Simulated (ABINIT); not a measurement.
# HgTe (Coloradoite) (F-43m) in ABINIT: notebook, part 3 of 3

ABINIT 10.8.3 (patched build). Earlier steps stand in the parts before.

**4. Phonons at a zone-boundary q, PBE (cell relaxed at zero pressure by an earlier run)**

Contents of run.abi:

```
ndtset 2

pp_dirpath "./"
pseudos "Hg.upf, Te.upf"

acell 4.7100997029 4.7100997029 4.7100997029 Angstrom
rprim
     0.0000000000     0.7071067812     0.7071067812
     0.7071067812     0.0000000000     0.7071067812
     0.7071067812     0.7071067812     0.0000000000
ntypat 2
znucl 80 52
natom 2
typat 1 2
chkprim 0
chksymtnons 0
tolsym 1.0e-6
xred
            0.0            0.0            0.0
            3/4            3/4            3/4

ecut 1088.455450 eV
ecutsm 0.5

ngkpt 4 4 4
nshiftk 4
shiftk
     0.5000000000     0.5000000000     0.5000000000
     0.5000000000     0.0000000000     0.0000000000
     0.0000000000     0.5000000000     0.0000000000
     0.0000000000     0.0000000000     0.5000000000

ixc 11

nband 26
occopt 3
tsmear 0.05 eV

nstep 80

prteig 0
prtebands 0
prtwf 0
prtden 0
prtpot 0

kptopt1 1
tolvrs1 1.0e-15
prtwf1 1
tolwfr1 1.0e-14
nbdbuf1 4
nline1 6

rfphon2 1
rfatpol2 1 2
rfdir2 1 1 1
getwfk2 1
kptopt2 3
nqpt2 1
qpt2 1/2 0.0 1/2
tolvrs2 1.0e-10
```

Potentials or basis: PseudoDojo NC SR PBE v0.4.1 standard.

The run is started by

```
$ mpirun --bind-to none -np 4 abinit run.abi > log 2>&1
```

run.abo:

```text
.Version 10.8.3 of ABINIT
 DATASET    1 : space group F-4 3 m (#216); Bravais cF (face-center cubic)
================================================================================
 Values of the parameters that define the memory need for DATASET  1.
     intxc =       0    ionmov =       0      iscf =       7    lmnmax =       7
     lnmax =       7     mgfft =      54  mpssoang =       4    mqgrid =    3001
     natom =       2  nloc_mem =       1    nspden =       1   nspinor =       1
    nsppol =       1      nsym =      24    n1xccc =    2501    ntypat =       2
    occopt =       3   xclevel =       2
       mpw =        6050          nfft =      157464          nkpt =          10
================================================================================
================================================================================

 DATASET    2 : space group F-4 3 m (#216); Bravais cF (face-center cubic)
================================================================================
 Values of the parameters that define the memory need for DATASET  2 (RF).
     intxc =       0      iscf =       7    lmnmax =       7     lnmax =       7
     mgfft =      54  mpssoang =       4    mqgrid =    3001     natom =       2
  nloc_mem =       1    nspden =       1   nspinor =       1    nsppol =       1
      nsym =      24    n1xccc =    2501    ntypat =       2    occopt =       3
   xclevel =       2
      nfft =      157464          nkpt =         256
================================================================================
================================================================================

--------------------------------------------------------------------------------
------------- Echo of variables that govern the present computation ------------
--------------------------------------------------------------------------------
 -outvars: echo values of preprocessed input variables --------
            acell      8.9007984642E+00  8.9007984642E+00  8.9007984642E+00 Bohr
              amu      2.00590000E+02  1.27600000E+02
          chkprim           0
      chksymtnons           0
             ecut      4.00000000E+01 Hartree
           ecutsm      5.00000000E-01 Hartree
           getwfk1          0
           getwfk2          1
              ixc          11
           jdtset        1    2
                       outvar_i_n : Printing only first  50 k-points.
           kptopt1          1
           kptopt2          3
         kptrlatt        4   -4    4     -4    4    4     -4   -4    4
          kptrlen      5.03505196E+01
            natom           2
            nband1         26
            nband2         26
           nbdbuf1          4
           nbdbuf2          2
           ndtset           2
            ngfft          54      54      54
             nkpt1         10
             nkpt2        256
            nline1          6
            nline2          4
             nqpt1          0
             nqpt2          1
            nstep          80
             nsym          24
           ntypat           2
                       prtocc : prtvol=0, do not print more k-points.
           occopt           3
        optdriver1          0
[... 257 lines left out ...]
 Perturbation : displacement of atom   1   along direction   1
 The set of symmetries contains only one element for this perturbation.
 symkpt : not enough symmetry to change the number of k points.

--------------------------------------------------------------------------------

--------------------------------------------------------------------------------

 dfpt_looppert : total number of electrons, from k and k+q
  fully or partially occupied states are    3.600000E+01 and    3.600000E+01.
 Initialisation of the first-order wave-functions :
  ireadwf=   0
[... 35 lines left out ...]
--------------------------------------------------------------------------------
 Perturbation wavevector (in red.coord.)   0.500000  0.000000  0.500000
 Perturbation : displacement of atom   1   along direction   2
 Found     2 symmetries that leave the perturbation invariant.
 symkpt : the number of k-points, thanks to the symmetries,
 is reduced to   144 .

--------------------------------------------------------------------------------

--------------------------------------------------------------------------------

 dfpt_looppert : total number of electrons, from k and k+q
  fully or partially occupied states are    3.600000E+01 and    3.600000E+01.
 Initialisation of the first-order wave-functions :
  ireadwf=   0
[... 33 lines left out ...]
--------------------------------------------------------------------------------
 Perturbation wavevector (in red.coord.)   0.500000  0.000000  0.500000
 Perturbation : displacement of atom   2   along direction   1
 The set of symmetries contains only one element for this perturbation.
 symkpt : not enough symmetry to change the number of k points.

--------------------------------------------------------------------------------

--------------------------------------------------------------------------------

 dfpt_looppert : total number of electrons, from k and k+q
  fully or partially occupied states are    3.600000E+01 and    3.600000E+01.
 Initialisation of the first-order wave-functions :
  ireadwf=   0
[... 36 lines left out ...]
--------------------------------------------------------------------------------
 Perturbation wavevector (in red.coord.)   0.500000  0.000000  0.500000
 Perturbation : displacement of atom   2   along direction   2
 Found     2 symmetries that leave the perturbation invariant.
 symkpt : the number of k-points, thanks to the symmetries,
 is reduced to   144 .

--------------------------------------------------------------------------------

--------------------------------------------------------------------------------

 dfpt_looppert : total number of electrons, from k and k+q
  fully or partially occupied states are    3.600000E+01 and    3.600000E+01.
 Initialisation of the first-order wave-functions :
  ireadwf=   0
[... 29 lines left out ...]
 2DEtotal=    0.4440800497E+01 Ha. Also 2DEtotal=    0.120840337554E+03 eV
    (2DErelax=   -3.9822126359E+04 Ha. 2DEnonrelax=    3.9826567159E+04 Ha)
    (  non-var. 2DEtotal :    4.4407994392E+00 Ha)

================================================================================

 ---- first-order wavefunction calculations are completed ----

 ==> Compute Derivative Database <==

  Dynamical matrix, in cartesian coordinates,
   if specified in the inputs, asr has been imposed
     j1       j2             matrix element
  dir pert dir pert     real part    imaginary part

   1    1   1    1         0.0227793881        -0.0000000001
   1    1   3    2        -0.0330405865         0.0000000001

   2    1   2    1         0.0537787777        -0.0000000001
[... 9 lines left out ...]
   3    2   1    1        -0.0330405794        -0.0000000001
   3    2   3    2         0.0560535736         0.0000000001

  Phonon wavevector (reduced coordinates) :  0.50000  0.00000  0.50000
 Phonon energies in Hartree :
   8.577724E-05  8.577724E-05  3.835048E-04  5.260689E-04  5.439912E-04
   5.439912E-04
 Phonon frequencies in cm-1    :
   1.882593E+01  1.882593E+01  8.416957E+01  1.154588E+02  1.193923E+02
   1.193923E+02

== END DATASET(S) ==============================================================
================================================================================

 -outvars: echo values of variables after computation  --------
            acell      8.9007984642E+00  8.9007984642E+00  8.9007984642E+00 Bohr
           etotal1    -2.7149097272E+02
           etotal2     4.4408004966E+00
            fcart1    -6.6847503353E-30 -6.6847503353E-30  2.0054251006E-29
                       6.6847503353E-30  6.6847503353E-30 -2.0054251006E-29
            fcart2     0.0000000000E+00  0.0000000000E+00  0.0000000000E+00
                       0.0000000000E+00  0.0000000000E+00  0.0000000000E+00
            rprim      0.0000000000E+00  7.0710678120E-01  7.0710678120E-01
                       7.0710678120E-01  0.0000000000E+00  7.0710678120E-01
                       7.0710678120E-01  7.0710678120E-01  0.0000000000E+00
           strten1     4.2691157322E-06  4.2691157322E-06  4.2691157322E-06
                       0.0000000000E+00  0.0000000000E+00  0.0000000000E+00
           strten2     0.0000000000E+00  0.0000000000E+00  0.0000000000E+00
                       0.0000000000E+00  0.0000000000E+00  0.0000000000E+00
           xangst      0.0000000000E+00  0.0000000000E+00  0.0000000000E+00
                       4.9958151601E+00  4.9958151601E+00  4.9958151601E+00
             xred      0.0000000000E+00  0.0000000000E+00  0.0000000000E+00
                       7.5000000000E-01  7.5000000000E-01  7.5000000000E-01
 Calculation completed.
```

It took 34 min on 4 MPI ranks of Arm Neoverse V1, shared host; peak memory 2.5 GiB.

Results:

```
Free energy                                 : -7387.6457 eV
Pressure                                    : -0.1 GPa
Highest phonon frequency at the q point run : 119 cm⁻¹
```

Phonon frequencies in cm⁻¹ (negative: imaginary):
```
              q point           frequencies
(0.500, 0.000, 0.500)  19 19 84 115 119 119
```

Spin-orbit coupling is left out, which matters for the levels of Hg, Te.

**5. The runs side by side**

```csv
task,level,potentials or basis,cell,cutoff (eV),cutoff smearing ecutsm (Ha),stop of the response cycle (tolvrs),acoustic sum rule (asr),fine-grid cutoff,q mesh,pressure (GPa)
phonons,LDA,JTH PAW LDA v2.0,cell relaxed at zero pressure by an earlier run,517,0.5,1e-09,2,1034.03 eV,-,-0.2
phonon dispersion,PBE,SPMS NC PBE v1.0,as given,707,-,1e-09,1,-,2 × 2 × 2,4.5
phonons at a zone-boundary q,PBE,PseudoDojo NC SR PBE v0.4.1 standard,cell relaxed at zero pressure by an earlier run,1088,0.5,1e-10,-,-,-,-0.1
```

Alike in all rows: no spin polarisation; k mesh 4 × 4 × 4, with 4 shifts; smearing fermi-dirac 0.05 eV.

Caveats: the mesh is coarse for a metal's response (some runs); some modes are imaginary (some runs); the cell is more than 3 GPa from zero pressure, which shifts response properties (some runs).

Total energies depend on the potentials used, so only differences within one code and one set of settings carry meaning.
